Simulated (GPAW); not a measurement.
Crystal: Cu.

```
Cu
1.0
    -1.44279    1.44279    1.37608
     1.44279   -1.44279    1.37608
     1.44279    1.44279   -1.37608
Cu
1
Cartesian
  0.0000 0.0000 0.0000
```

This isn't the form of Cu at room conditions, which is fcc.

Base run:

| Property | Result |
| --- | --- |
| Program | GPAW 26.7.0 |
| Functional | TPSS |
| Potentials or basis | GPAW PAW data sets (gpaw-data 1.2.1) |
| Cutoff | 600 eV |
| Basis | pw |
| k mesh | 13 × 13 × 13 |
| Occupations | fermi-dirac, width 0.05 eV |
| Spin | no spin polarisation |

Its results: pressure 1.5 GPa.

Q: The run is repeated on the same cell with these changes: functional from TPSS to r2SCAN. What comes out?

A: Pressure 2.1 GPa.

Caveats: with this Cu data set, volumes or pressures lay over 1.5 % or 2 GPa off other programs in two to four cells of ten; the PAW data sets were made with another functional, which shifts forces and pressure a little.
